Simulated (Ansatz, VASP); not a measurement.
# Cross-check of W (random alloy of the bcc Mo-W line, x = 1) between VASP and Ansatz

Aim: how closely do two programs agree when they are given the same cell, functional and k mesh? Of the first pair: The structure shown is the start of the Ansatz relaxation below; VASP solves that cell, so the two are compared at the walk's first step.

Program: Ansatz 0.2.0. Level of theory: plane waves, with VASP 6.6.1 beside it; single point at PBE. Results are calculated unless marked as measured.

## Step 1: The starting structure

The cell holds 54 atoms: 54 W. Its edges and angles: a = 9.555 Å, b = 9.555 Å, c = 9.555 Å, α = 90.0°, β = 90.0°, γ = 90.0°. It derives from Mo (bcc Mo-W), repeated 3×3×3. Bcc Mo-W: 54 atoms, 54 of 54 Mo sites given to W at random, cell and internal coordinates interpolated linearly between the end members (Vegard's rule); (so at first; earlier steps may have moved the atoms), displaced by a Gaussian of 0.02 A. Lattice constants are starting values near those of PBE.

## Step 2: Ansatz: relaxation, PBE

Ansatz runs on its default PAW (the set named soft_2) files.

The two programs are compared at the cell with which this relaxation starts, whose forces are those of its first step.

Contents of input.yaml:

```yaml
crystal:
  lattice:
    - [9.555, 0.0, 0.0]
    - [0.0, 9.555, 0.0]
    - [0.0, 0.0, 9.555]
  atoms:
    - { symbol: W, position: [0.0034, 0.99872, 0.99889] }
    - { symbol: W, position: [0.16442, 0.16848, 0.16185] }
    - { symbol: W, position: [0.00365, 0.99841, 0.334] }
    - { symbol: W, position: [0.16614, 0.16973, 0.49569] }
    - { symbol: W, position: [0.99933, 0.9992, 0.66904] }
    - { symbol: W, position: [0.16436, 0.16631, 0.8315] }
    - { symbol: W, position: [9.0e-05, 0.33455, 0.9977] }
    - { symbol: W, position: [0.16906, 0.50189, 0.16772] }
    - { symbol: W, position: [0.00189, 0.3319, 0.33308] }
    - { symbol: W, position: [0.16471, 0.49944, 0.50111] }
    - { symbol: W, position: [0.99855, 0.3325, 0.66523] }
    - { symbol: W, position: [0.1649, 0.49859, 0.83331] }
    - { symbol: W, position: [0.99766, 0.66716, 0.00347] }
    - { symbol: W, position: [0.16822, 0.83293, 0.16481] }
    - { symbol: W, position: [0.99844, 0.67021, 0.33344] }
    - { symbol: W, position: [0.16533, 0.83373, 0.5044] }
    - { symbol: W, position: [0.00025, 0.66796, 0.66729] }
    - { symbol: W, position: [0.16593, 0.83094, 0.8326] }
    - { symbol: W, position: [0.3329, 0.00123, 0.00176] }
    - { symbol: W, position: [0.50195, 0.16726, 0.16852] }
    - { symbol: W, position: [0.33175, 0.00262, 0.33441] }
    - { symbol: W, position: [0.49938, 0.16769, 0.49984] }
    - { symbol: W, position: [0.3357, 0.00318, 0.67124] }
    - { symbol: W, position: [0.49708, 0.16364, 0.83228] }
    - { symbol: W, position: [0.33367, 0.33517, 0.00066] }
    - { symbol: W, position: [0.49577, 0.49936, 0.1684] }
    - { symbol: W, position: [0.33381, 0.33493, 0.33287] }
    - { symbol: W, position: [0.49958, 0.50039, 0.50086] }
    - { symbol: W, position: [0.33375, 0.33358, 0.66526] }
    - { symbol: W, position: [0.50079, 0.50025, 0.8357] }
    - { symbol: W, position: [0.33584, 0.66705, 0.99921] }
    - { symbol: W, position: [0.49866, 0.83422, 0.16683] }
    - { symbol: W, position: [0.33261, 0.66676, 0.33204] }
    - { symbol: W, position: [0.50146, 0.8324, 0.50256] }
    - { symbol: W, position: [0.33418, 0.66791, 0.66437] }
    - { symbol: W, position: [0.50035, 0.83488, 0.83134] }
    - { symbol: W, position: [0.66611, 7.0e-05, 0.99713] }
    - { symbol: W, position: [0.83399, 0.16844, 0.16487] }
    - { symbol: W, position: [0.6674, 0.99725, 0.33325] }
    - { symbol: W, position: [0.82995, 0.16901, 0.50086] }
    - { symbol: W, position: [0.66662, 0.99838, 0.66933] }
    - { symbol: W, position: [0.83745, 0.16278, 0.83592] }
    - { symbol: W, position: [0.67007, 0.33404, 0.99749] }
    - { symbol: W, position: [0.83514, 0.49962, 0.1654] }
    - { symbol: W, position: [0.66409, 0.33449, 0.33499] }
    - { symbol: W, position: [0.83203, 0.50109, 0.4976] }
    - { symbol: W, position: [0.66835, 0.33343, 0.66628] }
    - { symbol: W, position: [0.83312, 0.50182, 0.8349] }
    - { symbol: W, position: [0.66777, 0.66695, 0.00016] }
    - { symbol: W, position: [0.83463, 0.83382, 0.1681] }
    - { symbol: W, position: [0.66602, 0.66157, 0.33551] }
    - { symbol: W, position: [0.83791, 0.83426, 0.49979] }
    - { symbol: W, position: [0.66638, 0.66642, 0.6667] }
    - { symbol: W, position: [0.83098, 0.83225, 0.83125] }
kpoints:
  mp_grid: { grid: [2, 2, 2] }
hamiltonian:
  xc: pbe
scf:
  occupations: { method: fermi_dirac, width: 0.1 }
output:
  forces: true
relax:
  f_tol: 0.04
  max_steps: 150
  cell: {}
```

Run with:

```
$ ansatz run input.yaml --threads 6 --pin off --max-ram 102400MiB --backend cuda --events-out ev --progress --plain --runs-dir out
```

Numbers of over 12 decimals in the logs are rounded to 6 here.

The log of the run:

```text
Engine: ansatz 0.2.0, x86_64-unknown-linux-gnu
Pseudopotentials: kind: paw
Pseudopotential: W, paw, valence charge 14, recommended cutoff 420 eV (normal), W.paw.azcp
Functional definition: PBE
  parameter kappa = 0.804
  parameter beta = 0.066725
  exchange = pbe_x(kappa = kappa, mu = beta*pi^2/3)
  correlation = pbe_c(beta = beta)
concurrent solve slots: 4 of 6 are kept, ahead of what memory takes: no pass of the eigensolver takes more rounds on 4
device memory: the entry about to start is reckoned to put 12.9 GiB on a device that reports 78.0 GiB free
GPU FFT provider: cuFFT
GPU libraries: cuBLAS 13.8.2, cuFFT 12.4.0, cuSOLVER 12.3.4
Crystal: 54 atoms, lattice volume = 872.353 Å³
Basis set: ecut = 420 eV, 17071 PW (Γ), exchange–correlation on 128×128×128 points (8 copies of the dense FFT grid, shifted against one another)
Bands: 454, of which v1, the nominal top of the filled ones, is band 378 counted from 1 (377 counted from 0)
Symmetry: 1 space group operations
Space group: P1 (ITA 1), of the structure as read, at distance tolerance 9.6e-5 Å
k-points: 8
Non-local potential: W, projectors of the file, l = 0: 3, l = 1: 2, l = 2: 2, l = 3: 1
PAW form: soft (Blöchl's): semilocal exchange-correlation on the pseudo side does not see the compensation charge
PAW one-centre angular grid: W, 590 points (default); XC on 64 Gauss nodes
Initial density: superposition of atomic densities (neutral atoms: chi_scale 0, normalization atom), corrected by the library's trained network
Initial wavefunctions: pseudopotential atomic-orbital guess
GPU buffer pool allocated for 262144 grid points (all kernels)
GPU transforms: local potential and band sums: pruned to the plane-wave sphere, on 64×64×64
Functional: x = pbe(κ = 0.804, μ = 0.219515), c = pbe(β = 0.066725)
SCF iter   1: F=—  HF=-560781.024032 eV  |F-HF|=—  |Δ(HF+E_count)|=         —  Δρ=1.94e-3  dr2=2.26e-2  ethr=1.77e-3  ⟨swp⟩=4.1  Hψ=13079  notcnv=0
preconditioner: auto → Kerker (q_TF=auto, 2.664 Å⁻¹)  [metal: Δε(μ)=0.010 eV  Ē_g=5.081 eV  σ=0.100 eV  W_gap=0.03  n_scr=256 (ndim 8)  ℏωp=22.6 eV  f_vac=0.000  D(μ)=20.90/eV (n_scr^D=146)]
SCF iter   2: F=—  HF=-560781.016688 eV  |F-HF|=—  |Δ(HF+E_count)|=   7.34e-3  Δρ=1.12e-3  dr2=7.94e-3  ethr=2.99e-6  ⟨swp⟩=2.0  Hψ=7330  notcnv=0
SCF iter   3: F=—  HF=-560781.021540 eV  |F-HF|=—  |Δ(HF+E_count)|=   4.85e-3  Δρ=1.29e-4  dr2=7.52e-5  ethr=1.05e-6  ⟨swp⟩=2.0  Hψ=6015  notcnv=0
SCF iter   4: F=—  HF=-560781.023418 eV  |F-HF|=—  |Δ(HF+E_count)|=   1.88e-3  Δρ=2.74e-5  dr2=1.12e-5  ethr=9.95e-9  ⟨swp⟩=2.0  Hψ=6436  notcnv=0
SCF iter   5: F=—  HF=-560781.023417 eV  |F-HF|=—  |Δ(HF+E_count)|=   8.22e-7  Δρ=5.63e-6  dr2=8.93e-7  ethr=1.48e-9  ⟨swp⟩=2.0  Hψ=4751  notcnv=0
SCF iter   6: F=-560781.023417 eV  HF=-560781.023417 eV  |F-HF|=2.03e-8  |Δ(HF+E_count)|=   1.28e-7  Δρ=9.31e-7  dr2=2.38e-8  ethr=1.32e-11  ⟨swp⟩=4.0  Hψ=11066  notcnv=0
SCF 1 converged in 6 iterations: F = -560781.023417 eV  dr2 = 2.38e-8
  greatest PAW one-centre occupation: 1.000 electrons in one spin orbital (limit 2), on the W atom at site 38 (counted from 0), in its partial waves of l = 0
relax step   1: F+E_penalty+E_count = -560781.02341697 eV  Δ(F+E_penalty+E_count) = +0.000e0 eV  max|allowed force component| = 9.199e-1 eV/Å  Δτ_max = 0.0000 Å  P = -0.394 GPa  Ω = 872.353 Å³  (6 SCF iters, dr2 threshold 1.00e-7 eV, accepted)
concurrent solve slots: 4 of 6 are kept, ahead of what memory takes: no pass of the eigensolver takes more rounds on 4
device memory: the entry about to start is reckoned to put 11.9 GiB (of the 12.9 GiB reckoned in all, the device holds 0.9 GiB already) on a device that reports 61.9 GiB free
GPU FFT provider: cuFFT
GPU libraries: cuBLAS 13.8.2, cuFFT 12.4.0, cuSOLVER 12.3.4
Crystal: 54 atoms, lattice volume = 861.103 Å³
Basis set: ecut = 420 eV, 16831 PW (Γ), exchange–correlation on 128×128×128 points (8 copies of the dense FFT grid, shifted against one another)
Initial density: handed on by an earlier stage of this run
Initial wavefunctions: those handed on with the density
GPU buffer pool allocated for 262144 grid points (all kernels)
GPU transforms: local potential and band sums: pruned to the plane-wave sphere, on 64×64×64
iter 1 solved again at ethr=4.94e-4 eV; its pass at ethr=3.10e-3 eV (dr2=3.73e0 eV) is discarded
SCF iter   1: F=—  HF=-560779.945082 eV  |F-HF|=—  |Δ(HF+E_count)|=         —  Δρ=1.65e-2  dr2=3.93e0  ethr=4.94e-4  ⟨swp⟩=1.8  Hψ=18005  notcnv=0
preconditioner: auto → Kerker (q_TF=auto, 2.670 Å⁻¹)  [metal: Δε(μ)=0.032 eV  Ē_g=5.140 eV  σ=0.100 eV  W_gap=0.08  n_scr=256 (ndim 8)  ℏωp=22.8 eV  f_vac=0.000  D(μ)=22.26/eV (n_scr^D=146)]
SCF iter   2: F=—  HF=-560779.619241 eV  |F-HF|=—  |Δ(HF+E_count)|=   3.26e-1  Δρ=9.67e-3  dr2=1.47e0  ethr=4.94e-4  ⟨swp⟩=1.0  Hψ=3632  notcnv=0
[...]
--- Relaxed structure (4 steps of the walk, 3 accepted, 1 SCFs on fresh bases) ---
  F+E_penalty+E_count = -560781.50522989 eV   max|allowed force component| = 2.528e-4 eV/Å   (the final SCF, on the basis selected at the relaxed cell)
  cell:  # Å, volume = 870.4464 Å³
    - [9.548080, -1.8174381843497426e-6, -2.935761101410789e-5]
    - [-1.8174381843497426e-6, 9.547984, -3.4879538065135066e-5]
    - [-2.935761101410789e-5, -3.4879538065135066e-5, 9.548042]
  atoms:
    - { symbol: W, position: [6.641719958455138e-5, 1.000201, 1.000052] }
    - { symbol: W, position: [0.166733, 0.166867, 0.166720] }
    - { symbol: W, position: [6.503613009605247e-5, 1.000201, 0.333386] }
    - { symbol: W, position: [0.166733, 0.166867, 0.500052] }
    - { symbol: W, position: [1.000067, 1.000201, 0.666719] }
    - { symbol: W, position: [0.166732, 0.166867, 0.833385] }
    - { symbol: W, position: [6.652386585911101e-5, 0.333534, 1.000052] }
    - { symbol: W, position: [0.166733, 0.500201, 0.166719] }
    - { symbol: W, position: [6.569198960702142e-5, 0.333534, 0.333385] }
    - { symbol: W, position: [0.166733, 0.500200, 0.500052] }
    - { symbol: W, position: [1.000067, 0.333535, 0.666718] }
    - { symbol: W, position: [0.166732, 0.500200, 0.833386] }
    - { symbol: W, position: [1.000066, 0.666867, 5.173062498470211e-5] }
    - { symbol: W, position: [0.166733, 0.833534, 0.166718] }
    - { symbol: W, position: [1.000066, 0.666867, 0.333385] }
    - { symbol: W, position: [0.166732, 0.833534, 0.500052] }
    - { symbol: W, position: [6.65190021396461e-5, 0.666868, 0.666718] }
    - { symbol: W, position: [0.166732, 0.833533, 0.833385] }
    - { symbol: W, position: [0.333400, 0.000201728, 5.2796483341873755e-5] }
    - { symbol: W, position: [0.500066, 0.166868, 0.166718] }
    - { symbol: W, position: [0.333399, 0.000201079, 0.333386] }
    - { symbol: W, position: [0.500066, 0.166868, 0.500051] }
    - { symbol: W, position: [0.333400, 0.000202332, 0.666719] }
    - { symbol: W, position: [0.500065, 0.166867, 0.833385] }
[...]
- { symbol: W, position: [0.666733, 0.333535, 0.666718] }
    - { symbol: W, position: [0.833398, 0.500202, 0.833386] }
    - { symbol: W, position: [0.666733, 0.666867, 5.15951899030973e-5] }
    - { symbol: W, position: [0.833400, 0.833536, 0.166719] }
    - { symbol: W, position: [0.666732, 0.666866, 0.333385] }
    - { symbol: W, position: [0.833399, 0.833535, 0.500052] }
    - { symbol: W, position: [0.666734, 0.666868, 0.666718] }
    - { symbol: W, position: [0.833399, 0.833536, 0.833386] }
```

In the SCF lines HF is the Harris–Foulkes energy and dr2 the Hartree energy of the density residual, in eV; the loop may stop once dr2 is under the threshold and the program's other checks hold. Hψ counts applications of the Hamiltonian.

## Step 3: VASP: single point, PBE, start cell, pair 1

The same cell, functional, mesh and smearing now go to VASP, with its own data sets.

Lines of VASP's logs that name or quote its potential files are left out, and so is its time.

Contents of INCAR:

```
SYSTEM = W
PREC = Accurate
ENCUT = 520
EDIFF = 1E-06
NELM = 120
ISMEAR = -1
SIGMA = 0.1
LREAL = Auto
ALGO = Normal
GGA = PE
NBANDS = 200
LASPH = .TRUE.
LORBIT = 11
LWAVE = .FALSE.
LCHARG = .FALSE.
ISIF = 2
GGA_COMPAT = .FALSE.
KPAR = 8
```

Contents of POSCAR:

```
W
1.0
    9.5550000000      0.0000000000      0.0000000000
    0.0000000000      9.5550000000      0.0000000000
    0.0000000000      0.0000000000      9.5550000000
W
54
Direct
    0.0034013605      0.9987231816      0.9988906332
    0.1644165358      0.1684772370      0.1618524333
    0.0036525379      0.9984092098      0.3340031397
    0.1661433804      0.1697331240      0.4956881214
    0.9993301936      0.9992046049      0.6690423862
    0.1643642072      0.1663108320      0.8315018315
    0.0000941915      0.3345473574      0.9976975406
    0.1690633176      0.5018942962      0.1677237049
    0.0018942962      0.3318995290      0.3330821559
    0.1647095761      0.4994348509      0.5011093668
    0.9985452643      0.3324960754      0.6652328624
    0.1648979592      0.4985871272      0.8333124019
    0.9976556777      0.6671585557      0.0034746206
    0.1682155939      0.8329251701      0.1648142334
    0.9984406070      0.6702145474      0.3334379906
    0.1653270539      0.8337310309      0.5043956044
    0.0002511774      0.6679644165      0.6672946102
    0.1659340659      0.8309366824      0.8326007326
    0.3329042386      0.0012349555      0.0017582418
    0.5019466248      0.1672632130      0.1685190999
    0.3317530089      0.0026164312      0.3344113030
    0.4993825222      0.1676923077      0.4998430141
    0.3356985871      0.0031815803      0.6712401884
    0.4970800628      0.1636420722      0.8322762951
    0.3336682365      0.3351648352      0.0006593407
    0.4957718472      0.4993615908      0.1684039770
    0.3338147567      0.3349345892      0.3328728414
    0.4995813710      0.5003872318      0.5008581894
    0.3337519623      0.3335845107      0.6652642595
    0.5007849294      0.5002511774      0.8356985871
    0.3358451073      0.6670538985      0.9992150706
    0.4986603872      0.8342229199      0.1668341183
    0.3326111983      0.6667608582      0.3320355835
    0.5014547357      0.8324018838      0.5025641026
    0.3341810570      0.6679120879      0.6643746729
    0.5003453689      0.8348822606      0.8313448456
    0.6661119833      0.0000732601      0.9971323914
    0.8339926740      0.1684353741      0.1648665620
    0.6673992674      0.9972475144      0.3332496075
    0.8299529042      0.1690109890      0.5008581894
    0.6666248038      0.9983778127      0.6693249608
    0.8374463632      0.1627838828      0.8359183673
    0.6700680272      0.3340450026      0.9974882261
    0.8351439037      0.4996232339      0.1654003140
    0.6640920984      0.3344950288      0.3349869178
    0.8320251177      0.5010884354      0.4976033490
    0.6683516484      0.3334275249      0.6662794349
    0.8331240188      0.5018210361      0.8349031920
    0.6677655678      0.6669492412      0.0001569859
    0.8346310832      0.8338252224      0.1681004710
    0.6660177917      0.6615698587      0.3355102041
    0.8379068550      0.8342647828      0.4997906855
    0.6663840921      0.6664154893      0.6666980638
    0.8309785453      0.8322448980      0.8312506541
```

Contents of KPOINTS:

```
Automatic mesh
0
Gamma
2 2 2
0 0 0
```

The projector-augmented-wave data sets are W (PBE family, release 64).

Run with:

```
$ mpirun -np 8 vasp_std
```

The log of the run:

```text
[banner, memory and clock lines left out]
running    8 mpi-ranks, on    1 nodes
[...]
|                                                                             |
|           W    W    AA    RRRRR   N    N  II  N    N   GGGG   !!!           |
|           W    W   A  A   R    R  NN   N  II  NN   N  G    G  !!!           |
|           W    W  A    A  R    R  N N  N  II  N N  N  G       !!!           |
|           W WW W  AAAAAA  RRRRR   N  N N  II  N  N N  G  GGG   !            |
|           WW  WW  A    A  R   R   N   NN  II  N   NN  G    G                |
|           W    W  A    A  R    R  N    N  II  N    N   GGGG   !!!           |
|                                                                             |
|     For optimal performance we recommend to set                             |
|       NCORE = 2 up to number-of-cores-per-socket                            |
|     NCORE specifies how many cores store one orbital (NPAR=cpu/NCORE).      |
|     This setting can greatly improve the performance of VASP for DFT.       |
|     The default, NCORE=1 might be grossly inefficient on modern             |
|     multi-core architectures or massively parallel machines. Do your        |
|     Unfortunately you need to use the default for GW and RPA                |
|     calculations (for HF NCORE is supported but not extensively tested      |
|     yet).                                                                   |
|                                                                             |

 LDA part: xc-table for (Slater+PW92), standard interpolation
 POSCAR, INCAR and KPOINTS ok, starting setup
[...]
entering main loop
       N       E                     dE             d eps       ncg     rms          rms(c)
DAV:   1     0.130543146073E+04    0.13054E+04   -0.14209E+05  3200   0.146E+03
DAV:   2    -0.488122633759E+03   -0.17936E+04   -0.16893E+04  3552   0.367E+02
DAV:   3    -0.727991950815E+03   -0.23987E+03   -0.22909E+03  4800   0.842E+01
DAV:   4    -0.739923126966E+03   -0.11931E+02   -0.11598E+02  4488   0.203E+01
[...]
DAV:  16    -0.703658765333E+03    0.14895E-05   -0.88361E-07  2280   0.212E-03    0.522E-03
DAV:  17    -0.703658763530E+03    0.18032E-05   -0.47003E-07  2240   0.146E-03    0.184E-03
DAV:  18    -0.703658763606E+03   -0.75986E-07   -0.27744E-07  2224   0.898E-04
   1 F= -.70365876E+03 E0= -.70330998E+03  d E =-.697572E+00
```

Parts of OUTCAR (step 3):

```text
  Total      -20.9767455    -21.2436943    -21.1700299      0.0727640     -0.0108642      0.0064917
  in kB      -38.5262392    -39.0165218    -38.8812287      0.1336396     -0.0199533      0.0119228
  external PRESSURE =     -38.8079965 kB  Pullay stress =       0.0000000 kB

 POSITION                                       TOTAL-FORCE (eV/Angst)
 -----------------------------------------------------------------------------------
      0.03250      9.54280      9.54440        -0.517217      0.067183      0.239731
      1.57100      1.60980      1.54650         0.467068     -0.189662      0.548347
      0.03490      9.53980      3.19140        -0.561167      0.434600     -0.121023
      1.58750      1.62180      4.73630         0.035735     -0.516067      0.576248
      9.54860      9.54740      6.39270         0.192811      0.197658     -0.426369
      1.57050      1.58910      7.94500         0.427425      0.100783      0.044782
      0.00090      3.19660      9.53300         0.138598     -0.071436      0.293886
      1.61540      4.79560      1.60260        -0.479405     -0.138806     -0.123718
      0.01810      3.17130      3.18260        -0.426789      0.355253     -0.222866
      1.57380      4.77210      4.78810         0.216897      0.253547     -0.174392
      9.54110      3.17700      6.35630         0.150488      0.208016      0.154517
      1.57560      4.76400      7.96230         0.263961      0.235501     -0.029616
      9.53260      6.37470      0.03320         0.508139     -0.056533     -0.533388
      1.60730      7.95860      1.57480        -0.107106      0.180211      0.359139
[...]
-----------------------------------------------------------------------------------
    total drift:                               -0.011557     -0.000910      0.009300

  FREE ENERGIE OF THE ION-ELECTRON SYSTEM (eV)
  ---------------------------------------------------
  free  energy   TOTEN  =      -703.6587636058 eV

  energy  without entropy=     -702.9611915005  energy(sigma->0) =     -703.30997755

[... 1 further part left out ...]
```

The run ends at a pressure of -3.88 GPa, with forces up to 1.1 eV/Å.

## Step 4: Side by side

Known differences besides the potentials themselves: the data sets hold 756 valence electrons in Ansatz (on its default PAW (the set named soft_2) files) and 324 in VASP; the cutoff is 420 eV in Ansatz and 520 eV in VASP (PREC = Accurate, projectors in real space). Total energies have different zeros and are not compared.

Forces on 7 of the 54 atoms, those with the largest forces and the largest differences (eV/Å; atoms numbered as in POSCAR):

| atom | Ansatz x, y, z | VASP x, y, z |
| --- | --- | --- |
| W4 | 0.048, -0.542, 0.629 | 0.036, -0.516, 0.576 |
| W16 | 0.532, 0.171, -0.687 | 0.508, 0.161, -0.668 |
| W23 | -0.591, -0.433, -0.816 | -0.544, -0.406, -0.755 |
| W24 | 0.600, 0.775, 0.327 | 0.567, 0.719, 0.301 |
| W26 | 0.920, 0.143, -0.248 | 0.875, 0.136, -0.224 |
| W42 | -0.772, 0.595, -0.519 | -0.749, 0.571, -0.495 |
| W51 | 0.012, 0.841, -0.422 | 0.012, 0.796, -0.390 |

The forces differ by 21 meV/Å r.m.s., which is 6.4 % of the r.m.s. force of 0.328 eV/Å (both taken over all components).

(Part 1 of 2 ends here.)

[Lines on the potential files, build, host, timing and source positions are cut from VASP's logs without a mark.]

[Logs are printed without paths, hosts, clocks, repeated set-up lines and the standing remarks that a program may print on its own settings, such as how far it seeks lower states.]

[Hosts, paths, dates, database ids (printed as entryN), source tags and the programs' standing remarks are cut or masked in the printed files.]
